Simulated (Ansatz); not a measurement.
The parent structure is a 16-atom supercell of AlSb in the zinc blende structure (space group F-43m, No. 216; a = 6.1772 Å) at its relaxed geometry.

Computed with r2SCAN (Ansatz, a quantum-chemistry and plane-wave program, PAW, no SOC).

Base values:

| Item | Value |
|---|---|
| Mean distance from the defect site to its nearest host atoms | 2.67 Å |
| Pressure | 0.0 GPa |

Modification: a neutral Sb vacancy, atoms relaxed at fixed cell, starting from a slightly rattled geometry.

**Question.** What happens to the largest displacement of a host atom from its site in the perfect cell?

**Answer.** The largest displacement of a host atom from its site in the perfect cell comes out as 0.42 Å.

**Question.** Predict the new mean distance from the defect site to its nearest host atoms.

**Answer.** The mean distance from the defect site to its nearest host atoms drops by 0.069 Å (2.67 Å → 2.61 Å).

**Question.** Estimate the effect on the pressure.

**Answer.** The pressure goes from zero to -1.3 GPa.

The magnetic state is the one reached from the starting moments; the real material's order can differ, and small cells can't hold many antiferromagnetic ones. The cell is small, so the values are those of an ordered compound at a high defect concentration; dilute-limit values will differ. Starting moments died away, wholly or in part, for Sb vacancy; another magnetic solution may exist. The defect cell is spin-polarised and ends with 0.0 μB.
